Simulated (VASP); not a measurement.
# HfO2 (P4_2/nmc) in VASP: notebook, part 2 of 3

VASP 6.6.1.

**3. Phonons, LDA**

This run uses another cell than the first one, of 10.60 Å³/atom, 0.981 times its volume.

File POSCAR:

```
HfO2
1.0
    3.5355430030      0.0000000000      0.0000000000
    0.0000000000      3.5355430030      0.0000000000
    0.0000000000      0.0000000000      5.0867686322
  Hf              O
     2     4
Direct
     0.5000000000000000    0.5000000000000000    0.5000000000000000
     0.0000000000000000    0.0000000000000000    0.0000000000000000
     0.0000000000000000    0.5000000000000000    0.7043560231750651
     0.5000000000000000    0.0000000000000000    0.7956439768249349
     0.5000000000000000    0.0000000000000000    0.2956439768249349
     0.0000000000000000    0.5000000000000000    0.2043560231750651
```

File INCAR.step1:

```
ALGO     = Normal         # electronic algorithm
EDIFF    = 1E-8           # SCF threshold, eV
EDIFFG   = -0.002         # ionic threshold
ENCUT    = 600            # plane-wave cutoff, eV
IBRION   = 2              # ionic algorithm
ISIF     = 3              # what is computed and relaxed
ISMEAR   = -1             # smearing method
KPAR     = 8            
LASPH    = T              # aspherical terms in the spheres
LCHARG   = F              # write CHGCAR
LREAL    = F              # projectors in reciprocal space
LWAVE    = F              # write WAVECAR
NELM     = 60             # most SCF steps
NSW      = 40             # ionic steps
PREC     = Accurate       # precision mode
SIGMA    = 0.05           # smearing width, eV
```

File INCAR.step2:

```
ALGO     = Normal         # electronic algorithm
EDIFF    = 1E-8           # SCF threshold, eV
ENCUT    = 600            # plane-wave cutoff, eV
IBRION   = 8              # ionic algorithm
ISIF     = 2              # what is computed and relaxed
ISMEAR   = -1             # smearing method
KPAR     = 8            
LASPH    = T              # aspherical terms in the spheres
LCHARG   = F              # write CHGCAR
LEPSILON = T              # dielectric tensor by DFPT
LREAL    = F              # projectors in reciprocal space
LWAVE    = F              # write WAVECAR
NELM     = 60             # most SCF steps
NSW      = 1              # ionic steps
PREC     = Accurate       # precision mode
SIGMA    = 0.05           # smearing width, eV
```

File KPOINTS:

```
k-points
0
Gamma
  6 6 4
```

Potentials or basis: VASP PAW LDA potentials, release 64 (Hf_pv, O).

Command:

```bash
$ cat potpaw_LDA.64/Hf_pv/POTCAR potpaw_LDA.64/O/POTCAR > POTCAR
$ cp INCAR.step1 INCAR
$ mpirun -np 8 vasp_std > vasp.out
$ cp CONTCAR POSCAR
$ cp INCAR.step2 INCAR
$ mpirun -np 8 vasp_std > vasp.out
```

OUTCAR:

```text
EDIFF = 1E-8
   ENCUT = 600
   IBRION = 8
   ISIF = 2
   ISMEAR = -1
   LASPH = T
   LEPSILON = T
   LREAL = F
   NELM = 60
   NSW = 1
   PREC = Accurate

 ion  position               nearest neighbor table
   1  0.500  0.500  0.500-   3 2.05   5 2.05   5 2.05   3 2.05   4 2.31   4 2.31   6 2.31   6 2.31
                             2 3.55   2 3.55   2 3.55   2 3.55   2 3.55   2 3.55   2 3.55   2 3.55
   2  0.000  0.000  0.000-   4 2.05   6 2.05   6 2.05   4 2.05   3 2.31   5 2.31   3 2.31   5 2.31
                             1 3.55   1 3.55   1 3.55   1 3.55   1 3.55   1 3.55   1 3.55   1 3.55
   3  0.000  0.500  0.706-   1 2.05   1 2.05   2 2.31   2 2.31
   4  0.500  0.000  0.794-   2 2.05   2 2.05   1 2.31   1 2.31
   5  0.500  0.000  0.294-   1 2.05   1 2.05   2 2.31   2 2.31
   6  0.000  0.500  0.206-   2 2.05   2 2.05   1 2.31   1 2.31

  LATTYP: Found a simple tetragonal cell.
 ALAT       =     3.5240048713
 C/A-ratio  =     1.4388616418

  Lattice vectors:

 A1 = (   3.5240048713,   0.0000000000,   0.0000000000)
 A2 = (   0.0000000000,   3.5240048713,   0.0000000000)
[... 1061 lines left out ...]
 ----------------------------------------------------

   1 f  =   20.569942 THz   129.244755 2PiTHz  686.139396 cm-1    85.070405 meV
             X         Y         Z           dx          dy          dz
      1.762002  1.762002  2.535278     0.070944    0.000521   -0.000000
      0.000000  0.000000  0.000000    -0.070944   -0.000521   -0.000000
      0.000000  1.762002  3.580226    -0.702439   -0.000286    0.000000
      1.762002  0.000000  4.025607     0.702439    0.000286   -0.000000
      1.762002  0.000000  1.490329    -0.038989   -0.005155   -0.000000
      0.000000  1.762002  1.044949     0.038989    0.005155   -0.000000
[... 145 lines left out ...]
  18 f/i=    0.009540 THz     0.059940 2PiTHz    0.318210 cm-1     0.039453 meV
             X         Y         Z           dx          dy          dz
      1.762002  1.762002  2.535278    -0.350647    0.549332    0.000000
      0.000000  0.000000  0.000000    -0.350647    0.549332    0.000000
      0.000000  1.762002  3.580226    -0.104830    0.162839    0.000000
      1.762002  0.000000  4.025607    -0.104830    0.162839    0.000000
      1.762002  0.000000  1.490329    -0.103942    0.164229    0.000000
      0.000000  1.762002  1.044949    -0.103942    0.164229    0.000000

--------------------------------------------------------------------------------------------------------

 MACROSCOPIC STATIC DIELECTRIC TENSOR IONIC CONTRIBUTION
 ------------------------------------------------------
          53.963723     0.000000     0.000000
           0.000000    53.963723     0.000000
           0.000000     0.000000    13.187522
 ------------------------------------------------------

 ELASTIC MODULI CONTR FROM IONIC RELAXATION (kBar)
 Direction    XX          YY          ZZ          XY          YZ          ZX
 --------------------------------------------------------------------------------
 XX        -799.0465    331.0814   -565.1395      0.0000     -0.0000     -0.0000
 YY         331.0814   -799.0465   -565.1395      0.0000      0.0000      0.0000
 ZZ        -565.1395   -565.1395  -1364.9845      0.0000     -0.0000      0.0000
 XY           0.0000      0.0000      0.0000      0.0000      0.0000      0.0000
 YZ          -0.0000      0.0000     -0.0000      0.0000   -671.3192      0.0000
 ZX          -0.0000      0.0000      0.0000      0.0000      0.0000   -686.2006
 --------------------------------------------------------------------------------

 PIEZOELECTRIC TENSOR IONIC CONTR  for field in x, y, z        (C/m^2)
          XX          YY          ZZ          XY          YZ          ZX
  --------------------------------------------------------------------------------
  x     0.00000    -0.00000     0.00000     0.00000     0.00000    -0.00000
  y    -0.00000    -0.00000    -0.00000     0.00000     0.00000    -0.00000
  z    -0.00000    -0.00000    -0.00000     0.00000     0.00000     0.00000
```

OUTCAR.step1:

```text
EDIFF = 1E-8
   EDIFFG = -0.002
   ENCUT = 600
   IBRION = 2
   ISIF = 3
   ISMEAR = -1
   LASPH = T
   LREAL = F
   NELM = 60
[... 1131 lines left out ...]
  -------------------------------------------------------------------------------------
  Total       -0.0063392     -0.0063392      0.0089289      0.0000000      0.0000000      0.0000000
  in kB       -0.1612922     -0.1612922      0.2271864      0.0000000      0.0000000      0.0000000
  external PRESSURE =      -0.0317993 kB  Pullay stress =       0.0000000 kB
[... 21 lines left out ...]
  FREE ENERGIE OF THE ION-ELECTRON SYSTEM (eV)
  ---------------------------------------------------
  free  energy   TOTEN  =       -66.2690671183 eV

  energy  without entropy=      -66.2690671183  energy(sigma->0) =      -66.26906712

 reached required accuracy - stopping structural energy minimisation
```

It took 6.3 min on 8 MPI ranks of Intel Xeon Platinum 8259CL at 2.50GHz (Skylake/Cascade Lake), shared host; peak memory 0.57 GiB.

Results:

```yaml
Relaxed_volume: 10.49 Å³/atom
Relaxed_cell: a = 3.524 Å, b = 3.524 Å, c = 5.071 Å, α = 90.00°, β = 90.00°, γ = 90.00°
Space_group_after_relaxing_to_0.05_Å: P4_2/nmc (No. 137)
Electronic_dielectric_tensor_diagonal: 5.32, 5.32, 4.89
Born_charges_mean_of_the_diagonal: Hf +5.34; O -2.67 e
Highest_phonon_frequency_at_Γ_LO-TO_splitting_left_out: 686 cm⁻¹
```

The path:
```csv
step,energy change (eV),largest force (eV/Å),pressure (GPa),volume (Å³)
1,0.0000,0.0037,-2.26,63.58
2,0.0069,0.1027,3.99,62.22
3,-0.0037,0.0350,0.00,63.07
4,-0.0037,0.0358,0.04,63.06
5,-0.0039,0.0273,0.03,63.05
6,-0.0041,0.0134,0.00,63.03
7,-0.0042,0.0096,-0.04,63.02
8,-0.0043,0.0007,-0.13,63.00
9,-0.0043,0.0001,-0.14,63.00
10,-0.0044,0.0029,0.10,62.94
11,-0.0044,0.0014,0.01,62.97
12,-0.0044,0.0014,0.00,62.97
```

Final structure:
```xyz
6
Lattice="3.5240 0.0000 0.0000 0.0000 3.5240 0.0000 0.0000 0.0000 5.0706" Properties=species:S:1:pos:R:3 pbc="T T T"
Hf    1.7620    1.7620    2.5353
Hf    0.0000    0.0000    0.0000
O     0.0000    1.7620    3.5802
O     1.7620    0.0000    4.0256
O     1.7620    0.0000    1.4903
O     0.0000    1.7620    1.0449
```

Phonon frequencies in cm⁻¹ (negative: imaginary):
```csv
q point,frequencies
"(0.000, 0.000, 0.000)",0 0 0 109 109 120 120 238 288 327 471 471 475 475 616 683 686 686
```

Electronic dielectric tensor:
```
5.32 0.00 0.00
0.00 5.32 0.00
0.00 0.00 4.89
```

Born effective charge tensors (e):
atom 1, Hf
```
5.53 0.00 0.00
0.00 5.53 0.00
0.00 0.00 4.95
```
atom 2, Hf
```
5.53 0.00 0.00
0.00 5.53 0.00
0.00 0.00 4.95
```
atom 3, O
```
-3.35  0.00  0.00
 0.00 -2.18  0.00
 0.00  0.00 -2.47
```
atom 4, O
```
-3.35  0.00  0.00
 0.00 -2.18  0.00
 0.00  0.00 -2.47
```
atom 5, O
```
-2.18  0.00  0.00
 0.00 -3.35  0.00
 0.00  0.00 -2.47
```
atom 6, O
```
-2.18  0.00  0.00
 0.00 -3.35  0.00
 0.00  0.00 -2.47
```

Spin-orbit coupling is left out, which matters for the levels of Hf.

**4. Phonons, LDA**

This run uses another cell than the first one, of 10.71 Å³/atom, 0.991 times its volume.

File POSCAR:

```
HfO2
1.0
    3.5464807736      0.0000000000      0.0000000000
    0.0000000000      3.5464807736      0.0000000000
    0.0000000000      0.0000000000      5.1077884201
  Hf              O
     2     4
Direct
     0.5000000000000000    0.5000000000000000    0.5000000000000000
     0.0000000000000000    0.0000000000000000    0.0000000000000000
     0.0000000000000000    0.5000000000000000    0.7023066727196500
     0.5000000000000000    0.0000000000000000    0.7976933272803500
     0.5000000000000000    0.0000000000000000    0.2976933272803500
     0.0000000000000000    0.5000000000000000    0.2023066727196501
```

File INCAR.step1:

```
PREC = Accurate
ENCUT = 600
EDIFF = 1E-8
ISMEAR = -1
SIGMA = 0.05
LREAL = F
LASPH = T
NELM = 100
ALGO = Fast
ISIF = 3
LWAVE = F
LCHARG = F
GGA = CA
KPAR = 8
IBRION = 2
NSW = 40
EDIFFG = -0.002
```

File INCAR.step2:

```
PREC = Accurate
ENCUT = 600
EDIFF = 1E-8
ISMEAR = -1
SIGMA = 0.05
LREAL = F
LASPH = T
NELM = 100
ALGO = Fast
ISIF = 2
LWAVE = F
LCHARG = F
GGA = CA
KPAR = 8
IBRION = 8
NSW = 1
LEPSILON = T
```

File KPOINTS:

```
Automatic mesh
0
Gamma
  6 6 4
```

Potentials or basis: VASP PAW LDA potentials, release 64 (Hf_pv, O).

Command:

```bash
$ cat potpaw_LDA.64/Hf_pv/POTCAR potpaw_LDA.64/O/POTCAR > POTCAR
$ cp INCAR.step1 INCAR
$ mpirun -np 8 vasp_std > vasp.out
$ cp CONTCAR POSCAR
$ cp INCAR.step2 INCAR
$ mpirun -np 8 vasp_std > vasp.out
```

OUTCAR:

```text
PREC = Accurate
   ENCUT = 600
   EDIFF = 1E-8
   ISMEAR = -1
   LREAL = F
   LASPH = T
   NELM = 100
   ISIF = 2
   GGA = CA
   IBRION = 8
   NSW = 1
   LEPSILON = T

 ion  position               nearest neighbor table
   1  0.500  0.500  0.500-   3 2.05   5 2.05   5 2.05   3 2.05   4 2.31   4 2.31   6 2.31   6 2.31
                             2 3.55   2 3.55   2 3.55   2 3.55   2 3.55   2 3.55   2 3.55   2 3.55
   2  0.000  0.000  0.000-   4 2.05   6 2.05   6 2.05   4 2.05   3 2.31   5 2.31   3 2.31   5 2.31
                             1 3.55   1 3.55   1 3.55   1 3.55   1 3.55   1 3.55   1 3.55   1 3.55
   3  0.000  0.500  0.706-   1 2.05   1 2.05   2 2.31   2 2.31
   4  0.500  0.000  0.794-   2 2.05   2 2.05   1 2.31   1 2.31
   5  0.500  0.000  0.294-   1 2.05   1 2.05   2 2.31   2 2.31
   6  0.000  0.500  0.206-   2 2.05   2 2.05   1 2.31   1 2.31

  LATTYP: Found a simple tetragonal cell.
 ALAT       =     3.5238986864
 C/A-ratio  =     1.4390081141

  Lattice vectors:

 A1 = (   3.5238986864,   0.0000000000,   0.0000000000)
 A2 = (   0.0000000000,   3.5238986864,   0.0000000000)
 A3 = (   0.0000000000,   0.0000000000,   5.0709188029)

[... 1048 lines left out ...]
  3Z     0.000000    0.000000    6.335206    0.000000    0.000000   -0.994158    0.000000    0.000000  -14.877717    0.000000    0.000000   -1.523692    0.000000    0.000000    1.296368    0.000000    0.000000    9.763993
  4X     0.917934    0.000000    0.000000    9.747577    0.000000    0.000000    7.671787    0.000000    0.000000  -19.716875    0.000000    0.000000    1.043839    0.000000    0.000000    0.335738    0.000000    0.000000
  4Y     0.000000   -1.767805    0.000000    0.000000    1.325071    0.000000    0.000000    6.162356    0.000000    0.000000   -7.105630    0.000000    0.000000    1.049150    0.000000    0.000000    0.336859    0.000000
  4Z     0.000000    0.000000   -0.994158    0.000000    0.000000    6.335206    0.000000    0.000000   -1.523692    0.000000    0.000000  -14.877717    0.000000    0.000000    9.763993    0.000000    0.000000    1.296368
  5X     1.325071    0.000000    0.000000   -1.767805    0.000000    0.000000    0.336859    0.000000    0.000000    1.049150    0.000000    0.000000   -7.105630    0.000000    0.000000    6.162356    0.000000    0.000000
  5Y     0.000000    9.747577    0.000000    0.000000    0.917934    0.000000    0.000000    0.335738    0.000000    0.000000    1.043839    0.000000    0.000000  -19.716875    0.000000    0.000000    7.671787    0.000000
  5Z     0.000000    0.000000    6.335206    0.000000    0.000000   -0.994158    0.000000    0.000000    1.296368    0.000000    0.000000    9.763993    0.000000    0.000000  -14.877717    0.000000    0.000000   -1.523692
  6X    -1.767805    0.000000    0.000000    1.325071    0.000000    0.000000    1.049150    0.000000    0.000000    0.336859    0.000000    0.000000    6.162356    0.000000    0.000000   -7.105630    0.000000    0.000000
  6Y     0.000000    0.917934    0.000000    0.000000    9.747577    0.000000    0.000000    1.043839    0.000000    0.000000    0.335738    0.000000    0.000000    7.671787    0.000000    0.000000  -19.716875    0.000000
  6Z     0.000000    0.000000   -0.994158    0.000000    0.000000    6.335206    0.000000    0.000000    9.763993    0.000000    0.000000    1.296368    0.000000    0.000000   -1.523692    0.000000    0.000000  -14.877717

 Eigenvectors and eigenvalues of the dynamical matrix
 ----------------------------------------------------

   1 f  =   20.568091 THz   129.233130 2PiTHz  686.077683 cm-1    85.062753 meV
             X         Y         Z           dx          dy          dz
      1.761949  1.761949  2.535459     0.001688   -0.070951    0.000000
      0.000000  0.000000  0.000000    -0.001688    0.070951   -0.000000
      0.000000  1.761949  3.580412    -0.016708    0.039121   -0.000000
      1.761949  0.000000  4.025966     0.016708   -0.039121   -0.000000
      1.761949  0.000000  1.490506    -0.000931    0.702248    0.000000
      0.000000  1.761949  1.044953     0.000931   -0.702248    0.000000
[... 145 lines left out ...]
  18 f/i=    0.009953 THz     0.062536 2PiTHz    0.331996 cm-1     0.041162 meV
             X         Y         Z           dx          dy          dz
      1.761949  1.761949  2.535459     0.589136   -0.278694    0.000000
      0.000000  0.000000  0.000000     0.589136   -0.278694    0.000000
      0.000000  1.761949  3.580412     0.176108   -0.082581    0.000000
      1.761949  0.000000  4.025966     0.176108   -0.082581    0.000000
      1.761949  0.000000  1.490506     0.174569   -0.083309    0.000000
      0.000000  1.761949  1.044953     0.174569   -0.083309    0.000000

--------------------------------------------------------------------------------------------------------

 MACROSCOPIC STATIC DIELECTRIC TENSOR IONIC CONTRIBUTION
 ------------------------------------------------------
          53.886821     0.000000     0.000000
           0.000000    53.886821     0.000000
           0.000000     0.000000    13.180626
 ------------------------------------------------------

 ELASTIC MODULI CONTR FROM IONIC RELAXATION (kBar)
 Direction    XX          YY          ZZ          XY          YZ          ZX
 --------------------------------------------------------------------------------
 XX        -799.2614    331.3665   -565.2237      0.0000     -0.0000      0.0000
 YY         331.3665   -799.2614   -565.2237      0.0000      0.0000     -0.0000
 ZZ        -565.2237   -565.2237  -1365.5963      0.0000     -0.0000      0.0000
 XY           0.0000      0.0000      0.0000      0.0000      0.0000      0.0000
 YZ          -0.0000      0.0000     -0.0000      0.0000   -672.3772     -0.0000
 ZX           0.0000     -0.0000      0.0000      0.0000     -0.0000   -687.2176
 --------------------------------------------------------------------------------

 PIEZOELECTRIC TENSOR IONIC CONTR  for field in x, y, z        (C/m^2)
          XX          YY          ZZ          XY          YZ          ZX
  --------------------------------------------------------------------------------
  x     0.00000    -0.00000     0.00000     0.00000     0.00000    -0.00000
  y    -0.00000     0.00000    -0.00000     0.00000    -0.00000     0.00000
  z    -0.00000     0.00000    -0.00000     0.00000     0.00000     0.00000
```

OSZICAR.step1:

```text
N       E                     dE             d eps       ncg     rms          rms(c)
DAV:   1     0.276894728861E+03    0.27689E+03   -0.27870E+04  1560   0.189E+03
DAV:   2    -0.635422618254E+02   -0.34044E+03   -0.33442E+03  2006   0.426E+02
[... 164 lines left out ...]
  14 F= -.66271081E+02 E0= -.66271081E+02  d E =-.193364E-05
       N       E                     dE             d eps       ncg     rms          rms(c)
DAV:   1    -0.662710838256E+02   -0.28295E-05   -0.79464E-04  1560   0.199E-01    0.131E-02
RMM:   2    -0.662710833703E+02    0.45521E-06   -0.15463E-05  1560   0.281E-02    0.570E-03
RMM:   3    -0.662710829823E+02    0.38809E-06   -0.29152E-06  1594   0.105E-02    0.201E-03
RMM:   4    -0.662710829511E+02    0.31170E-07   -0.55100E-07  1652   0.406E-03    0.128E-03
RMM:   5    -0.662710829543E+02   -0.32519E-08   -0.83958E-08  1247   0.158E-03
  15 F= -.66271083E+02 E0= -.66271083E+02  d E =-.195850E-05
```

Run time: 3.6 min. Hardware: 8 MPI ranks of AMD EPYC 9R45 (Zen 5), shared host; peak memory 0.56 GiB.

Results:

| Quantity | Value |
| --- | --- |
| Relaxed volume | 10.49 Å³/atom |
| Relaxed cell | a = 3.524 Å, b = 3.524 Å, c = 5.071 Å, α = 90.00°, β = 90.00°, γ = 90.00° |
| Space group after relaxing (to 0.05 Å) | P4_2/nmc (No. 137) |
| Electronic dielectric tensor (diagonal) | 5.32, 5.32, 4.89 |
| Born charges (mean of the diagonal) | Hf +5.34; O -2.67 e |
| Highest phonon frequency at Γ, LO-TO splitting left out | 686 cm⁻¹ |

Step by step:
```
step  energy change (eV)  largest force (eV/Å)  pressure (GPa)  volume (Å³)
   1              0.0000                0.0072           -4.47        64.24
   2              0.0279                0.2236            8.18        61.50
   3             -0.0150                0.0751           -0.04        63.21
   4             -0.0150                0.0768            0.06        63.19
   5             -0.0158                0.0606            0.04        63.15
   6             -0.0170                0.0142            0.02        63.05
   7             -0.0177                0.0085           -0.09        63.03
   8             -0.0178                0.0043           -0.16        63.02
   9             -0.0178                0.0073            0.14        62.94
  10             -0.0178                0.0062            0.03        62.97
  11             -0.0178                0.0039            0.02        62.97
  12             -0.0178                0.0027            0.02        62.97
  13             -0.0178                0.0013           -0.03        62.98
  14             -0.0178                0.0015           -0.03        62.97
  15             -0.0178                0.0012           -0.02        62.97
```

Final structure:
```yaml
crystal:
  lattice:
    - [3.52390, 0.00000, 0.00000]
    - [0.00000, 3.52390, 0.00000]
    - [0.00000, 0.00000, 5.07092]
  atoms:
    - { symbol: Hf, position: [0.50000, 0.50000, 0.50000] }
    - { symbol: Hf, position: [0.00000, 0.00000, 0.00000] }
    - { symbol: O, position: [0.00000, 0.50000, 0.70607] }
    - { symbol: O, position: [0.50000, 0.00000, 0.79393] }
    - { symbol: O, position: [0.50000, 0.00000, 0.29393] }
    - { symbol: O, position: [0.00000, 0.50000, 0.20607] }
```

Phonon frequencies in cm⁻¹ (negative: imaginary):
```csv
q point,frequencies
"(0.000, 0.000, 0.000)",0 0 0 109 109 120 120 238 288 327 471 471 475 475 616 683 686 686
```

Electronic dielectric tensor:
```
5.32 0.00 0.00
0.00 5.32 0.00
0.00 0.00 4.89
```

Born effective charge tensors (e):
atom 1, Hf
```
5.53 0.00 0.00
0.00 5.53 0.00
0.00 0.00 4.95
```
atom 2, Hf
```
5.53 0.00 0.00
0.00 5.53 0.00
0.00 0.00 4.95
```
atom 3, O
```
-3.35  0.00  0.00
 0.00 -2.18  0.00
 0.00  0.00 -2.47
```
atom 4, O
```
-3.35  0.00  0.00
 0.00 -2.18  0.00
 0.00  0.00 -2.47
```
atom 5, O
```
-2.18  0.00  0.00
 0.00 -3.35  0.00
 0.00  0.00 -2.47
```
atom 6, O
```
-2.18  0.00  0.00
 0.00 -3.35  0.00
 0.00  0.00 -2.47
```

The run has no spin-orbit coupling, so splittings on Hf are missing.

(Continued in part 3 of 3.)
